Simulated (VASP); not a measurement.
# AgCl (P4mm) in VASP: a series of runs

One crystal, AgCl, is run at these levels: PBEsol; tasks: single point.

Program: VASP 6.6.1. These are calculated values, not measurements. Logs are shortened: lines on timing, memory, paths and dates and some standing lists are left out, and cuts for length are marked.

### Step 1. The cell of the first run

It takes space group P4mm (No. 99, tetragonal). The conventional cell has a = 3.434 Å, b = 3.434 Å, c = 3.434 Å, α = 90.00°, β = 90.00°, γ = 90.00°. Ag (site symmetry 4mm) has 8 Cl at 2.81 to 3.16 Å as nearest neighbours. Cl (site symmetry 4mm) is surrounded by 8 Ag at 2.81 to 3.16 Å.

Measurements of this composition are mostly on another form, of space group No. 225.

### Step 2. Single point, PBEsol

The input, INCAR:

```
SYSTEM = AgCl
  PREC = Accurate
  ENCUT = 520
  EDIFF = 1E-7
  ISMEAR = 0
  SIGMA = 0.05
  LREAL = .FALSE.
  LASPH = .TRUE.
  NELM = 100
  ALGO = Normal
  ISIF = 2
  LWAVE = .FALSE.
  LCHARG = .TRUE.
  GGA = PS
  LELF = .TRUE.
  LVHAR = .TRUE.
  NBANDS = 16
```

The input, KPOINTS:

```
regular mesh
0
G
  10 10 10
  0 0 0
```

The input, POSCAR:

```
AgCl
1.0
    3.4339730000      0.0000000000      0.0000000000
    0.0000000000      3.4339730000      0.0000000000
    0.0000000000      0.0000000000      3.4339730000
Ag Cl
1 1
Direct
    0.0000000000      0.0000000000      0.0000000000
    0.4089975373      0.5000000000      0.5000000000
```

Potentials or basis: VASP PAW PBE potentials, release 64 (Ag, Cl).

Run with:

```console
$ cat potpaw_PBE.64/Ag/POTCAR potpaw_PBE.64/Cl/POTCAR > POTCAR
$ mpirun -np 1 vasp_std > vasp.out
```

OUTCAR:

```text
SYSTEM = AgCl
   PREC = Accurate
   ENCUT = 520
   EDIFF = 1E-7
   ISMEAR = 0
   LREAL = .FALSE.
   LASPH = .TRUE.
   NELM = 100
   ISIF = 2
   GGA = PS

 ion  position               nearest neighbor table
   1  0.000  0.000  0.000-   2 2.81   2 2.81   2 2.81   2 2.81
   2  0.409  0.500  0.500-   1 2.81   1 2.81   1 2.81   1 2.81

  LATTYP: Found a simple cubic cell.
 ALAT       =     3.4339730000

  Lattice vectors:

 A1 = (   3.4339730000,   0.0000000000,   0.0000000000)
 A2 = (   0.0000000000,   3.4339730000,   0.0000000000)
 A3 = (   0.0000000000,   0.0000000000,   3.4339730000)

Analysis of symmetry for initial positions (statically):
=====================================================================
 Subroutine PRICEL returns:
 Original cell was already a primitive cell.

 Routine SETGRP: Setting up the symmetry group for a
 simple cubic supercell.

 Subroutine GETGRP returns: Found  8 space group operations
 (whereof  8 operations were pure point group operations)
 out of a pool of 48 trial point group operations.

The static configuration has the point symmetry C_4v.

Analysis of symmetry for dynamics (positions and initial velocities):
=====================================================================
 Subroutine PRICEL returns:
 Original cell was already a primitive cell.

 Routine SETGRP: Setting up the symmetry group for a
 simple cubic supercell.

 Subroutine GETGRP returns: Found  8 space group operations
 (whereof  8 operations were pure point group operations)
 out of a pool of 48 trial point group operations.

The dynamic configuration has the point symmetry C_4v.

 Subroutine INISYM returns: Found  8 space group operations
 (whereof  8 operations are pure point group operations),
 and found     1 'primitive' translations

----------------------------------------------------------------------------------------

                                     Primitive cell

  volume of cell :      40.4940

  direct lattice vectors                    reciprocal lattice vectors
     3.433973000  0.000000000  0.000000000     0.291207881  0.000000000  0.000000000
     0.000000000  3.433973000  0.000000000     0.000000000  0.291207881  0.000000000
     0.000000000  0.000000000  3.433973000     0.000000000  0.000000000  0.291207881

  length of vectors
     3.433973000  3.433973000  3.433973000     0.291207881  0.291207881  0.291207881

  position of ions in fractional coordinates (direct lattice)
     0.000000000  0.000000000  0.000000000
     0.408997537  0.500000000  0.500000000

  ion indices of the primitive-cell ions
   primitive index   ion index
                 1           1
                 2           2

----------------------------------------------------------------------------------------

 KPOINTS: regular mesh

Automatic generation of k-mesh.
 Grid dimensions read from file:
 generate k-points for:   10   10   10

 Generating k-lattice:

  Cartesian coordinates                     Fractional coordinates (reciprocal lattice)
     0.029120788  0.000000000  0.000000000     0.100000000  0.000000000  0.000000000
     0.000000000  0.029120788  0.000000000     0.000000000  0.100000000  0.000000000
     0.000000000  0.000000000  0.029120788     0.000000000  0.000000000  0.100000000

  Length of vectors
     0.029120788  0.029120788  0.029120788

  Shift w.r.t. Gamma in fractional coordinates (k-lattice)
     0.000000000  0.000000000  0.000000000

 Subroutine IBZKPT returns following result:
 ===========================================

 Found    126 irreducible k-points:

 Following reciprocal coordinates:
            Coordinates               Weight
  0.000000  0.000000  0.000000      1.000000
  0.100000  0.000000  0.000000      2.000000
  0.000000  0.100000  0.000000      4.000000
  0.200000  0.000000  0.000000      2.000000
  0.000000  0.200000  0.000000      4.000000
  0.300000  0.000000  0.000000      2.000000
[... 16 lines left out ...]
  0.500000  0.100000  0.000000      4.000000
  0.000000  0.500000  0.100000      4.000000
 [... further k-points ...]
   k-points           NKPTS =    126   k-points in BZ     NKDIM =    126   number of bands    NBANDS=     16
   number of dos      NEDOS =    301   number of ions     NIONS =      2
   total plane-waves  NPLWV =  21952
   dimension x,y,z NGX =    28 NGY =   28 NGZ =   28
   dimension x,y,z NGXF=    56 NGYF=   56 NGZF=   56
   ions per type =               1   1
   NGX,Y,Z   is equivalent  to a cutoff of  13.56, 13.56, 13.56 a.u.
   NGXF,Y,Z  is equivalent  to a cutoff of  27.11, 27.11, 27.11 a.u.
 SYSTEM =  AgCl
   PREC   = accura    normal or accurate (medium, high low for compatibility)
   ISTART =      0    job   : 0-new  1-cont  2-samecut
   ICHARG =      2    charge: 1-file 2-atom 10-const
   ISPIN  =      1    spin polarized calculation?
   LNONCOLLINEAR =      F non collinear calculations
   LSORBIT =      F    spin-orbit coupling
   LASPH  =      T    aspherical Exc in radial PAW
   ENCUT  =  520.0 eV  38.22 Ry    6.18 a.u.   6.38  6.38  6.38*2*pi/ulx,y,z
   NELM   =    100;   NELMIN=  2; NELMDL= -5     # of ELM steps
   EDIFF  = 0.1E-06   stopping-criterion for ELM
   LREAL  =      F    real-space projection
   EDIFFG = 0.1E-05   stopping-criterion for IOM
   NSW    =      0    number of steps for IOM
   IBRION =     -1    ionic relax: 0-MD 1-quasi-New 2-CG
   NFREE  =      0    steps in history (QN), initial steepest desc. (CG)
   ISIF   =      2    stress and relaxation
   ISYM   =      2    0-nonsym 1-usesym 2-fastsym
   POTIM  = 0.5000    time-step for ionic-motion
   TEBEG  =    0.0;   TEEND  =   0.0 temperature during run
   PSTRESS=    0.0 pullay stress
   NELECT =      18.0000    total number of electrons
   NUPDOWN=      -1.0000    fix difference up-down
   EMIN   =  10.00;   EMAX   =-10.00  energy-range for DOS
   EFERMI =   0.00;   METHOD = LEGACY
   ISMEAR =     0;   SIGMA  =   0.05  broadening in eV -4-tet -1-fermi 0-gaus
   EFERMI_NEDOS =   21; number of points for ismear=-14 and -15
   IALGO  =     38    algorithm
   IMIX   =      4    mixing-type and parameters
     AMIX     =   0.40;   BMIX     =  1.00
     AMIX_MAG =   1.60;   BMIX_MAG =  1.00
  volume/ion in A,a.u.               =      20.25       136.63
  Fermi-wavevector in a.u.,A,eV,Ry     =   1.249402  2.361027 21.238760  1.561005
  Thomas-Fermi vector in A             =   2.383444
   LORBIT       =      0    0 simple, 1 ext, 2 COOP (PROOUT), +10 PAW based schemes
   GGA     = PS    functional components
   LHFCALC =     F    Hartree Fock is set to
   AEXX    =    0.0000 exact exchange contribution
   IVDW    =     0    specifies the selected vdW correction
   LEPSILON=     F    determine dielectric tensor
   LRPA    =     F    only Hartree local field effects (RPA)
 non-spin polarized calculation
 Gauss-broadening in eV      SIGMA  =   0.05
  energy-cutoff  :      520.00
  volume of cell :       40.49
 maximum number of plane-waves:      1108
 NGX is ok and might be reduce to    28
   NGX = 13   NGY = 13   NGZ = 13

 number of electron      18.0000002 magnetization

 Free energy of the ion-electron system (eV)
  ---------------------------------------------------
  ext. energy  EPLUGINS =         0.00000000
  ---------------------------------------------------
  free energy    TOTEN  =        -5.76982229 eV

  energy without entropy =       -5.76982229  energy(sigma->0) =       -5.76982229

 E-fermi :   4.1037     XC(G=0): -10.5934

 val. band max:        3.9081453691   @ k =   0.0000   0.5000   0.0000
 cond. band min:       4.2945143432   @ k =   0.0000   0.0000   0.0000
 fundamental gap:      0.3863689741
 Fermi energy:         4.1036568291

 k-point     1 :       0.0000    0.0000    0.0000
  band No.  band energies     occupation
      1     -10.8393      2.00000
      2       0.7742      2.00000
      3       1.0210      2.00000
      4       1.6490      2.00000
      5       1.6490      2.00000
      6       1.9754      2.00000
[... 8 lines left out ...]
     15      18.1528      0.00000
     16      19.8275      0.00000

 k-point     2 :       0.1000    0.0000    0.0000
  band No.  band energies     occupation
      1     -10.7992      2.00000
      2       0.6605      2.00000
      3       1.0347      2.00000
      4       1.5148      2.00000
      5       1.5148      2.00000
      6       1.9801      2.00000
[... 8 lines left out ...]
     15      17.7573      0.00000
     16      20.1202      0.00000

 k-point     3 :       0.0000    0.1000    0.0000
  band No.  band energies     occupation
      1     -10.7979      2.00000
      2       0.7544      2.00000
      3       0.9115      2.00000
      4       1.4931      2.00000
      5       1.5705      2.00000
      6       1.9722      2.00000
[... 8 lines left out ...]
     15      17.4941      0.00000
     16      19.7634      0.00000

 k-point     4 :       0.2000    0.0000    0.0000
  band No.  band energies     occupation
      1     -10.6909      2.00000
      2       0.1609      2.00000
      3       1.0709      2.00000
      4       1.2709      2.00000
      5       1.2709      2.00000
      6       1.9924      2.00000
[... 8 lines left out ...]
     15      17.4819      0.00000
     16      20.0267      0.00000
[... 324 lines left out ...]
 k-point    22 :       0.1000    0.0000    0.4000
  band No.  band energies     occupation
      1     -10.3843      2.00000
      2      -1.0776      2.00000
      3       0.8530      2.00000
      4       0.9719      2.00000
      5       1.2520      2.00000
      6       1.9851      2.00000
[... 8 lines left out ...]
     15      19.4790      0.00000
     16      19.7699      0.00000

 k-point    23 :       0.5000    0.1000    0.0000
  band No.  band energies     occupation
      1     -10.3505      2.00000
      2      -1.1777      2.00000
      3       0.7916      2.00000
      4       0.9079      2.00000
      5       1.2221      2.00000
      6       1.9807      2.00000
[... 8 lines left out ...]
     15      19.3872      0.00000
     16      19.6932      0.00000

 k-point    24 :       0.0000    0.5000    0.1000
  band No.  band energies     occupation
      1     -10.3358      2.00000
      2      -1.2693      2.00000
      3       0.6917      2.00000
      4       1.0929      2.00000
      5       1.2021      2.00000
      6       1.9868      2.00000
[... 8 lines left out ...]
     15      19.4314      0.00000
     16      19.4724      0.00000

 [... further k-points ...]
[... 5 lines left out ...]
  --------------------------------------------------------------------------------------
  -------------------------------------------------------------------------------------
  Total       -0.9533961     -0.8218631     -0.8218631      0.0000000      0.0000000      0.0000000
  in kB      -37.7218777    -32.5176708    -32.5176708      0.0000000      0.0000000      0.0000000
  external PRESSURE =     -34.2524064 kB  Pullay stress =       0.0000000 kB

 VOLUME and BASIS-vectors are now :
 -----------------------------------------------------------------------------
  energy-cutoff  :      520.00
  volume of cell :       40.49
      direct lattice vectors                 reciprocal lattice vectors
     3.433973000  0.000000000  0.000000000     0.291207881  0.000000000  0.000000000
     0.000000000  3.433973000  0.000000000     0.000000000  0.291207881  0.000000000
     0.000000000  0.000000000  3.433973000     0.000000000  0.000000000  0.291207881

 POSITION                                       TOTAL-FORCE (eV/Angst)
 -----------------------------------------------------------------------------------
      0.00000      0.00000      0.00000         0.016751     -0.000000      0.000000
      1.40449      1.71699      1.71699        -0.016751      0.000000     -0.000000
 -----------------------------------------------------------------------------------
    total drift:                                0.000018     -0.000000      0.000000

  FREE ENERGIE OF THE ION-ELECTRON SYSTEM (eV)
  ---------------------------------------------------
  free  energy   TOTEN  =        -5.7698222929 eV

  energy  without entropy=       -5.7698222928  energy(sigma->0) =       -5.76982229
```

Run time: 47 s. Hardware: 1 thread of Intel Xeon Platinum 8488C (Sapphire Rapids), shared host; peak memory 0.21 GiB.

Results:

- Free energy: -5.7698 eV
- Pressure: -3.4 GPa
- Largest force: 0.017 eV/Å
- Band gap on the k mesh: 0.39 eV, indirect (least direct gap 1.69 eV)

Forces on the atoms (eV/Å):
```
Ag   0.017  0.000  0.000
Cl  -0.017  0.000  0.000
```

Levels at points of the mesh, in eV from the valence-band top:
| k point | band 5 | band 6 | band 7 | band 8 | band 9 | band 10 | band 11 | band 12 | band 13 | band 14 |
| --- | --- | --- | --- | --- | --- | --- | --- | --- | --- | --- |
| (0.00, 0.00, 0.00) | -2.26 | -1.93 | -1.35 | -1.35 | -1.30 | 0.39 | 8.65 | 9.21 | 13.45 | 13.45 |
| (0.50, 0.00, 0.00) | -2.74 | -1.88 | -1.49 | -0.17 | -0.17 | 4.61 | 5.27 | 9.23 | 9.91 | 9.91 |
| (0.00, 0.50, 0.00) | -2.74 | -1.88 | -1.57 | -0.39 | 0.00 | 4.75 | 5.30 | 9.35 | 9.77 | 10.20 |
| (0.50, 0.50, 0.00) | -2.44 | -2.22 | -2.22 | -1.61 | -0.68 | 2.61 | 8.56 | 8.78 | 10.56 | 13.09 |
| (0.00, 0.50, 0.50) | -2.44 | -2.03 | -2.03 | -1.60 | -0.67 | 2.51 | 8.83 | 8.83 | 10.19 | 13.10 |
| (0.50, 0.50, 0.50) | -1.60 | -1.58 | -0.41 | -0.41 | -0.25 | 4.50 | 4.76 | 4.76 | 6.47 | 16.82 |

Caveat: the PAW data sets were made with another functional, which shifts forces and pressure a little.

### Step 3. Single point, PBEsol

The input, INCAR:

```
SYSTEM = AgCl
PREC = Accurate
ENCUT = 520
EDIFF = 1E-6
ISMEAR = 0
SIGMA = 0.05
LREAL = .False.
LASPH = .True.
NELM = 100
ALGO = Normal
ISIF = 2
LWAVE = .False.
LCHARG = .False.
GGA = PS
NBANDS = 16
```

The input, KPOINTS:

```
regular mesh
0
Gamma
  10 10 10
  0 0 0
```

POSCAR: that of step 2 with these lines changed.

```diff
@@ -9,2 +9,2 @@
     0.0000000000      0.0000000000      0.0000000000
-    0.4089975373      0.5000000000      0.5000000000
+    0.4817995075      0.5000000000      0.5000000000
```

Potentials or basis: VASP PAW PBE potentials, release 64 (Ag, Cl).

Run with:

```console
$ cat potpaw_PBE.64/Ag/POTCAR potpaw_PBE.64/Cl/POTCAR > POTCAR
$ mpirun -np 1 vasp_std > vasp.out
```

Wall time 40 s (1 thread of Intel Xeon Platinum 8488C (Sapphire Rapids), shared host); peak memory 0.21 GiB.

It converged, with:

```
Free energy            : -5.7651 eV
Pressure               : -4.6 GPa
Largest force          : 0.009 eV/Å
Band gap on the k mesh : 0.41 eV, indirect (least direct gap 1.91 eV)
```

Forces on the atoms (eV/Å):
```
Ag   0.009  0.000  0.000
Cl  -0.009  0.000  0.000
```

Levels at points of the mesh, in eV from the valence-band top:
| k point | band 5 | band 6 | band 7 | band 8 | band 9 | band 10 | band 11 | band 12 | band 13 | band 14 |
| --- | --- | --- | --- | --- | --- | --- | --- | --- | --- | --- |
| (0.00, 0.00, 0.00) | -1.83 | -1.80 | -1.51 | -1.50 | -1.50 | 0.41 | 9.26 | 9.29 | 13.49 | 13.49 |
| (0.50, 0.00, 0.00) | -2.61 | -1.75 | -1.44 | -0.01 | -0.01 | 4.71 | 5.41 | 9.27 | 9.89 | 9.89 |
| (0.00, 0.50, 0.00) | -2.61 | -1.75 | -1.44 | -0.02 | 0.00 | 4.72 | 5.41 | 9.27 | 9.88 | 9.90 |
| (0.50, 0.50, 0.00) | -2.12 | -2.11 | -2.10 | -1.50 | -0.87 | 2.67 | 8.77 | 8.78 | 10.47 | 13.62 |
| (0.00, 0.50, 0.50) | -2.14 | -2.09 | -2.09 | -1.50 | -0.87 | 2.66 | 8.78 | 8.78 | 10.46 | 13.63 |
| (0.50, 0.50, 0.50) | -1.48 | -1.48 | -0.19 | -0.19 | -0.18 | 4.62 | 4.63 | 4.63 | 6.61 | 17.21 |

Caveat: the PAW data sets were made with another functional, which shifts forces and pressure a little. A k mesh can miss the band edges.
